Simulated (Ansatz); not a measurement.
## Al₂Cu: course of a relaxation

The calculation used DFT PBEsol, scalar-relativistic, plane waves, PAW in Ansatz. Settings: 420 eV cutoff, 10×10×6 k-mesh, Gaussian smearing of 0.10 eV, no spin polarisation.

What was changed: uniaxial strain along c, with a, b and atoms relaxed: -2.0 %.

Command:

```bash
ansatz run input.yaml --threads 1 --pin off --max-ram 2560MiB --backend cpu --events-out ev --progress --plain --runs-dir out
```

Input:

```yaml
crystal:
  lattice:
    - [2.8774947117, 2.8774947117, 0.0]
    - [-2.8774947117, 2.8774947117, 0.0]
    - [0.0, 0.0, 5.6118304825]
  atoms:
    - { symbol: Al, position: [0.5, 0.0, 0.25] }
    - { symbol: Al, position: [0.0, 0.5, 0.25] }
    - { symbol: Al, position: [0.0, 0.5, 0.75] }
    - { symbol: Al, position: [0.5, 0.0, 0.75] }
    - { symbol: Cu, position: [0.0, 0.0, 0.5] }
    - { symbol: Cu, position: [0.5, 0.5, 0.0] }
basis:
  ecutwfc: 420
kpoints:
  mp_grid: { grid: [10, 10, 6] }
hamiltonian:
  xc: pbesol
scf:
  occupations: { method: gaussian, width: 0.1 }
output:
  forces: true
  stress: true
  eigenvalues: true
relax:
  adjacent_minimum: "off"
  f_tol: 0.008
  max_steps: 40
  cell: { stress_tol: 0.015, fix: [c, angles] }
```

F is the free energy. Steps run on the plane waves of an earlier cell, but the last one, and at times one on the way, on a freshly chosen basis, so a repeated geometry can differ a little in energy. The held parts of the cell keep their stress, so P needn't end at zero.

Steps:

| step | F − F(1) (eV) | largest force component (eV/Å) | V (Å³/atom) | P (GPa) |
| --- | --- | --- | --- | --- |
| 1 | 0.0000 | 0.000 | 15.489 | 1.09 |
| 2 | -0.0002 | 0.000 | 15.520 | 0.87 |
| 3 | -0.0002 | 0.000 | 15.532 | 0.79 |
| 4 | -0.0003 | 0.000 | 15.532 | 0.79 |

Relaxed structure:

```yaml
crystal:
  lattice:
    - [2.88150, 2.88150, 0.00000]
    - [-2.88150, 2.88150, 0.00000]
    - [0.00000, 0.00000, 5.61183]
  atoms:
    - { symbol: Al, position: [0.50000, 0.00000, 0.25000] }
    - { symbol: Al, position: [0.00000, 0.50000, 0.25000] }
    - { symbol: Al, position: [0.00000, 0.50000, 0.75000] }
    - { symbol: Al, position: [0.50000, 0.00000, 0.75000] }
    - { symbol: Cu, position: [0.00000, 0.00000, 0.50000] }
    - { symbol: Cu, position: [0.50000, 0.50000, 0.00000] }
```

Symmetry: I4/mmm, No. 139, tetragonal system. The conventional cell has a = 4.075 Å, b = 4.075 Å, c = 5.612 Å, α = 90.00°, β = 90.00°, γ = 90.00°. Around Al (site symmetry -4m2) lie 4 Cu at 2.47 Å and 6 Al at 2.81 to 2.88 Å. Cu (site symmetry 4/mmm) is surrounded by 8 Al at 2.47 Å.

The run converged. Time: 51 s on 1 thread of Intel(R) Xeon(R) Platinum 8259CL CPU @ 2.50GHz (Skylake/Cascade Lake), with other jobs on the host, peak memory 0.55 GiB.